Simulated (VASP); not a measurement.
# W (Im-3m) in VASP: notebook

Runs on W. Level: PBE. Tasks: single point.

All numbers are computed with VASP 6.6.1; they aren't measurements. Logs are shortened: lines on timing, memory, paths and dates and some standing lists are left out, and cuts for length are marked.

### Step 1. The undisturbed crystal

The structure is cubic, space group Im-3m (No. 229). The conventional cell has a = 3.165 Å, b = 3.165 Å, c = 3.165 Å, α = 90.00°, β = 90.00°, γ = 90.00°. W (site symmetry m-3m) has 8 W at 2.74 Å as nearest neighbours.

### Step 2. Single point, PBE (a relaxed cell with its volume scaled by 0.94)

Input file INCAR:

```
SYSTEM = W
ALGO = Normal ; EDIFF = 1E-7
ENCUT = 520 ; GGA = PE
ISIF = 2 ; ISMEAR = 0
LASPH = .True. ; LCHARG = .False.
LREAL = .False. ; LWAVE = .False.
NBANDS = 13 ; NELM = 80
PREC = Accurate ; SIGMA = 0.1
```

Input file KPOINTS:

```
k-points
0
Gamma
  4 4 4
  0 0 0
```

Input file POSCAR:

```
W                                       
1.0
   -1.5585618462      1.5585618462      1.5585618462
    1.5585618462     -1.5585618462      1.5585618462
    1.5585618462      1.5585618462     -1.5585618462
  W             
     1
Direct
     0.0000000000000000    0.0000000000000000    0.0000000000000000
```

Potentials or basis: VASP PAW PBE potentials, release 64 (W_sv).

Started as:

```
$ cat potpaw_PBE.64/W_sv/POTCAR > POTCAR
$ mpirun -np 1 vasp_std > vasp.out
```

OUTCAR:

```text
SYSTEM = W
   EDIFF = 1E-7
   ENCUT = 520
   GGA = PE
   ISIF = 2
   ISMEAR = 0
   LASPH = .True.
   LREAL = .False.
   NELM = 80
   PREC = Accurate

 ion  position               nearest neighbor table
   1  0.000  0.000  0.000-

  LATTYP: Found a body centered cubic cell.
 ALAT       =     3.1171236924

  Lattice vectors:

 A1 = (  -1.5585618462,   1.5585618462,   1.5585618462)
 A2 = (   1.5585618462,  -1.5585618462,   1.5585618462)
 A3 = (   1.5585618462,   1.5585618462,  -1.5585618462)

Analysis of symmetry for initial positions (statically):
=====================================================================
 Subroutine PRICEL returns:
 Original cell was already a primitive cell.

 Routine SETGRP: Setting up the symmetry group for a
 body centered cubic supercell.

 Subroutine GETGRP returns: Found 48 space group operations
 (whereof 48 operations were pure point group operations)
 out of a pool of 48 trial point group operations.

The static configuration has the point symmetry O_h .

Analysis of symmetry for dynamics (positions and initial velocities):
=====================================================================
 Subroutine PRICEL returns:
 Original cell was already a primitive cell.

 Routine SETGRP: Setting up the symmetry group for a
 body centered cubic supercell.

 Subroutine GETGRP returns: Found 48 space group operations
 (whereof 48 operations were pure point group operations)
 out of a pool of 48 trial point group operations.

The dynamic configuration has the point symmetry O_h .

 Subroutine INISYM returns: Found 48 space group operations
 (whereof 48 operations are pure point group operations),
 and found     1 'primitive' translations

----------------------------------------------------------------------------------------

                                     Primitive cell

  volume of cell :      15.1437

  direct lattice vectors                    reciprocal lattice vectors
    -1.558561846  1.558561846  1.558561846     0.000000000  0.320808572  0.320808572
     1.558561846 -1.558561846  1.558561846     0.320808572  0.000000000  0.320808572
     1.558561846  1.558561846 -1.558561846     0.320808572  0.320808572  0.000000000

  length of vectors
     2.699508304  2.699508304  2.699508304     0.453691833  0.453691833  0.453691833

  position of ions in fractional coordinates (direct lattice)
     0.000000000  0.000000000  0.000000000

  ion indices of the primitive-cell ions
   primitive index   ion index
                 1           1

----------------------------------------------------------------------------------------

 KPOINTS: k-points

Automatic generation of k-mesh.
 Grid dimensions read from file:
 generate k-points for:    4    4    4

 Generating k-lattice:

  Cartesian coordinates                     Fractional coordinates (reciprocal lattice)
     0.000000000  0.080202143  0.080202143     0.250000000  0.000000000  0.000000000
     0.080202143  0.000000000  0.080202143     0.000000000  0.250000000  0.000000000
     0.080202143  0.080202143  0.000000000     0.000000000  0.000000000  0.250000000

  Length of vectors
     0.113422958  0.113422958  0.113422958

  Shift w.r.t. Gamma in fractional coordinates (k-lattice)
     0.000000000  0.000000000  0.000000000

 Subroutine IBZKPT returns following result:
 ===========================================

 Found      8 irreducible k-points:

 Following reciprocal coordinates:
            Coordinates               Weight
  0.000000  0.000000  0.000000      1.000000
  0.250000  0.000000  0.000000     12.000000
  0.500000  0.000000  0.000000      6.000000
  0.250000  0.250000  0.000000     24.000000
  0.250000  0.250000  0.250000      2.000000
 -0.250000  0.250000  0.250000      6.000000
  0.500000  0.500000  0.250000     12.000000
  0.500000  0.500000  0.500000      1.000000
   k-points           NKPTS =      8   k-points in BZ     NKDIM =      8   number of bands    NBANDS=     13
   number of dos      NEDOS =    301   number of ions     NIONS =      1
   total plane-waves  NPLWV =   8000
   dimension x,y,z NGX =    20 NGY =   20 NGZ =   20
   dimension x,y,z NGXF=    40 NGYF=   40 NGZF=   40
   ions per type =               1
   NGX,Y,Z   is equivalent  to a cutoff of  12.32, 12.32, 12.32 a.u.
   NGXF,Y,Z  is equivalent  to a cutoff of  24.63, 24.63, 24.63 a.u.
 SYSTEM =  W
   PREC   = accura    normal or accurate (medium, high low for compatibility)
   ISTART =      0    job   : 0-new  1-cont  2-samecut
   ICHARG =      2    charge: 1-file 2-atom 10-const
   ISPIN  =      1    spin polarized calculation?
   LNONCOLLINEAR =      F non collinear calculations
   LSORBIT =      F    spin-orbit coupling
   LASPH  =      T    aspherical Exc in radial PAW
   ENCUT  =  520.0 eV  38.22 Ry    6.18 a.u.   5.02  5.02  5.02*2*pi/ulx,y,z
   NELM   =     80;   NELMIN=  2; NELMDL= -5     # of ELM steps
   EDIFF  = 0.1E-06   stopping-criterion for ELM
   LREAL  =      F    real-space projection
   EDIFFG = 0.1E-05   stopping-criterion for IOM
   NSW    =      0    number of steps for IOM
   IBRION =     -1    ionic relax: 0-MD 1-quasi-New 2-CG
   NFREE  =      0    steps in history (QN), initial steepest desc. (CG)
   ISIF   =      2    stress and relaxation
   ISYM   =      2    0-nonsym 1-usesym 2-fastsym
   POTIM  = 0.5000    time-step for ionic-motion
   TEBEG  =    0.0;   TEEND  =   0.0 temperature during run
   PSTRESS=    0.0 pullay stress
   NELECT =      14.0000    total number of electrons
   NUPDOWN=      -1.0000    fix difference up-down
   EMIN   =  10.00;   EMAX   =-10.00  energy-range for DOS
   EFERMI =   0.00;   METHOD = LEGACY
   ISMEAR =     0;   SIGMA  =   0.10  broadening in eV -4-tet -1-fermi 0-gaus
   EFERMI_NEDOS =   21; number of points for ismear=-14 and -15
   IALGO  =     38    algorithm
   IMIX   =      4    mixing-type and parameters
     AMIX     =   0.40;   BMIX     =  1.00
     AMIX_MAG =   1.60;   BMIX_MAG =  1.00
  volume/ion in A,a.u.               =      15.14       102.19
  Fermi-wavevector in a.u.,A,eV,Ry     =   1.594802  3.013739 34.604974  2.543394
  Thomas-Fermi vector in A             =   2.692820
   LORBIT       =      0    0 simple, 1 ext, 2 COOP (PROOUT), +10 PAW based schemes
   GGA     = PE    functional components
   LHFCALC =     F    Hartree Fock is set to
   AEXX    =    0.0000 exact exchange contribution
   IVDW    =     0    specifies the selected vdW correction
   LEPSILON=     F    determine dielectric tensor
   LRPA    =     F    only Hartree local field effects (RPA)
 non-spin polarized calculation
 Gauss-broadening in eV      SIGMA  =   0.10
  energy-cutoff  :      520.00
  volume of cell :       15.14
 maximum number of plane-waves:       420
   NGX =  9   NGY =  9   NGZ =  9

 number of electron      14.0000002 magnetization

 Free energy of the ion-electron system (eV)
  ---------------------------------------------------
  ext. energy  EPLUGINS =         0.00000000
  ---------------------------------------------------
  free energy    TOTEN  =       -12.73590486 eV

  energy without entropy =      -12.73590466  energy(sigma->0) =      -12.73590476

 E-fermi :  11.9484     XC(G=0): -13.8820

 val. band max:       11.6079799150   @ k =  -0.2500   0.2500   0.2500
 cond. band min:      12.2888826314   @ k =   0.5000   0.5000   0.2500
 fundamental gap:      0.6809027163
 Fermi energy:        11.9484326633

 k-point     1 :       0.0000    0.0000    0.0000
  band No.  band energies     occupation
      1     -61.8790      2.00000
      2     -25.3798      2.00000
      3     -25.3798      2.00000
      4     -25.3798      2.00000
      5       2.2247      2.00000
      6      10.8732      2.00000
      7      10.8732      2.00000
      8      10.8732      2.00000
      9      14.5387      0.00000
     10      14.5387      0.00000
     11      26.7192      0.00000
     12      26.7192      0.00000
     13      26.7192      0.00000

 k-point     2 :       0.2500    0.0000    0.0000
  band No.  band energies     occupation
      1     -61.7968      2.00000
      2     -26.1661      2.00000
      3     -25.6274      2.00000
      4     -25.3852      2.00000
      5       4.7374      2.00000
      6       9.4586      2.00000
      7      10.2028      2.00000
      8      13.8183      0.00000
      9      13.8871      0.00000
     10      14.7390      0.00000
     11      27.1290      0.00000
     12      29.3031      0.00000
     13      31.5250      0.00000

 k-point     3 :       0.5000    0.0000    0.0000
  band No.  band energies     occupation
      1     -61.7138      2.00000
      2     -26.8844      2.00000
      3     -25.8648      2.00000
      4     -25.3909      2.00000
      5       5.5538      2.00000
      6       8.3690      2.00000
      7      12.9647      0.00000
      8      14.4730      0.00000
      9      15.5140      0.00000
     10      18.7830      0.00000
     11      23.7002      0.00000
     12      24.0321      0.00000
     13      29.6258      0.00000

 k-point     4 :       0.2500    0.2500    0.0000
  band No.  band energies     occupation
      1     -61.7138      2.00000
      2     -26.6161      2.00000
      3     -26.0213      2.00000
      4     -25.5407      2.00000
      5       7.0941      2.00000
      6       8.7222      2.00000
      7       9.8755      2.00000
      8      14.1005      0.00000
      9      15.4952      0.00000
     10      19.6244      0.00000
     11      23.6462      0.00000
     12      27.4533      0.00000
     13      28.8660      0.00000

 k-point     5 :       0.2500    0.2500    0.2500
  band No.  band energies     occupation
      1     -61.7023      2.00000
      2     -26.1452      2.00000
      3     -26.1452      2.00000
      4     -26.1452      2.00000
      5       9.0800      2.00000
      6       9.0800      2.00000
      7       9.0800      2.00000
      8      15.6984      0.00000
      9      15.6984      0.00000
     10      19.2298      0.00000
     11      24.9571      0.00000
     12      24.9571      0.00000
     13      24.9571      0.00000

 k-point     6 :      -0.2500    0.2500    0.2500
  band No.  band energies     occupation
      1     -61.7253      2.00000
      2     -26.1955      2.00000
      3     -25.8956      2.00000
      4     -25.8956      2.00000
      5       6.8180      2.00000
      6       9.0895      2.00000
      7      11.6080      2.00000
      8      11.6080      2.00000
      9      13.6141      0.00000
     10      15.9209      0.00000
     11      26.9835      0.00000
     12      32.4895      0.00000
     13      32.4900      0.00000

 k-point     7 :       0.5000    0.5000    0.2500
  band No.  band energies     occupation
      1     -61.6532      2.00000
      2     -26.6593      2.00000
      3     -26.1518      2.00000
      4     -25.9263      2.00000
      5       7.0107      2.00000
      6       8.2493      2.00000
      7      11.4357      2.00000
      8      12.2889      0.00000
      9      18.2214      0.00000
     10      19.8469      0.00000
     11      22.9957      0.00000
     12      26.5728      0.00000
     13      30.8359      0.00000

 k-point     8 :       0.5000    0.5000    0.5000
  band No.  band energies     occupation
      1     -61.5922      2.00000
      2     -26.4251      2.00000
      3     -26.4251      2.00000
      4     -26.4251      2.00000
      5       5.9164      2.00000
      6       5.9164      2.00000
      7      17.7097      0.00000
      8      17.7097      0.00000
      9      17.7097      0.00000
     10      20.7578      0.00000
     11      20.7578      0.00000
     12      20.7578      0.00000
     13      29.2494      0.00000

------------------------ aborting loop because EDIFF is reached ----------------------------------------

  FORCE on cell =-STRESS in cart. coord.  units (eV):
  Direction    XX          YY          ZZ          XY          YZ          ZX
  --------------------------------------------------------------------------------------
  -------------------------------------------------------------------------------------
  Total        2.0384489      2.0384489      2.0384489     -0.0000000     -0.0000000      0.0000000
  in kB      215.6643157    215.6643157    215.6643157     -0.0000000     -0.0000000      0.0000000
  external PRESSURE =     215.6643157 kB  Pullay stress =       0.0000000 kB

 VOLUME and BASIS-vectors are now :
 -----------------------------------------------------------------------------
  energy-cutoff  :      520.00
  volume of cell :       15.14
      direct lattice vectors                 reciprocal lattice vectors
    -1.558561846  1.558561846  1.558561846     0.000000000  0.320808572  0.320808572
     1.558561846 -1.558561846  1.558561846     0.320808572  0.000000000  0.320808572
     1.558561846  1.558561846 -1.558561846     0.320808572  0.320808572  0.000000000

 POSITION                                       TOTAL-FORCE (eV/Angst)
 -----------------------------------------------------------------------------------
      0.00000      0.00000      0.00000        -0.000000      0.000000     -0.000000
 -----------------------------------------------------------------------------------
    total drift:                                0.000000     -0.000000      0.000000

  FREE ENERGIE OF THE ION-ELECTRON SYSTEM (eV)
  ---------------------------------------------------
  free  energy   TOTEN  =       -12.7359048576 eV

  energy  without entropy=      -12.7359046618  energy(sigma->0) =      -12.73590476
```

Run time: 4.5 s. Hardware: 1 thread of Intel Xeon Platinum 8488C (Sapphire Rapids), shared host; peak memory 0.12 GiB.

Results:

| Property | Result |
| --- | --- |
| Free energy | -12.7359 eV |
| Pressure | 21.6 GPa |
| Band gap on the k mesh | none (metal or under the smearing width) |

Levels at points of the mesh, in eV from the Fermi level:
```csv
k point,band 3,band 4,band 5,band 6,band 7,band 8,band 9,band 10,band 11,band 12
"(0.00, 0.00, 0.00)",-37.33,-37.33,-9.72,-1.08,-1.08,-1.08,2.59,2.59,14.77,14.77
"(0.50, 0.00, 0.00)",-37.81,-37.34,-6.39,-3.58,1.02,2.52,3.57,6.83,11.75,12.08
"(0.50, 0.50, 0.50)",-38.37,-38.37,-6.03,-6.03,5.76,5.76,5.76,8.81,8.81,8.81
```

Caveat: the k mesh is coarse (spacing up to 0.71 Å⁻¹), so the values aren't converged; so large a pressure means that the cell lies far from this level's equilibrium, or that cutoff or potentials fall short. Spin-orbit coupling is left out, which matters for the levels of W.

### Step 3. Single point, PBE (a relaxed cell with its volume scaled by 1.06)

INCAR is that of step 2.

KPOINTS is that of step 2.

Input file POSCAR:

```
W                                       
1.0
   -1.6222459963      1.6222459963      1.6222459963
    1.6222459963     -1.6222459963      1.6222459963
    1.6222459963      1.6222459963     -1.6222459963
  W             
     1
Direct
     0.0000000000000000    0.0000000000000000    0.0000000000000000
```

Potentials or basis: VASP PAW PBE potentials, release 64 (W_sv).

Started as:

```
$ cat potpaw_PBE.64/W_sv/POTCAR > POTCAR
$ mpirun -np 1 vasp_std > vasp.out
```

Run time: 5.4 s. Hardware: 1 thread of Intel Xeon Platinum 8488C (Sapphire Rapids), shared host; peak memory 0.13 GiB.

The run converged. Its results:

| Quantity | Value |
| --- | --- |
| Free energy | -12.7490 eV |
| Pressure | -15.6 GPa |
| Band gap on the k mesh | none (metal or under the smearing width) |

Levels at points of the mesh, in eV from the Fermi level:
```tsv
k point	band 3	band 4	band 5	band 6	band 7	band 8	band 9	band 10	band 11	band 12
(0.00, 0.00, 0.00)	-37.67	-37.67	-9.09	-0.90	-0.90	-0.90	2.29	2.29	14.46	14.46
(0.50, 0.00, 0.00)	-38.00	-37.67	-5.65	-3.03	0.58	2.15	3.04	5.75	10.13	11.40
(0.50, 0.50, 0.50)	-38.38	-38.38	-5.10	-5.10	4.88	4.88	4.88	7.82	7.82	7.82
```

Caveat: the k mesh is coarse (spacing up to 0.68 Å⁻¹), so the values aren't converged; so large a pressure means that the cell lies far from this level's equilibrium, or that cutoff or potentials fall short. Spin-orbit coupling is left out, which matters for the levels of W.
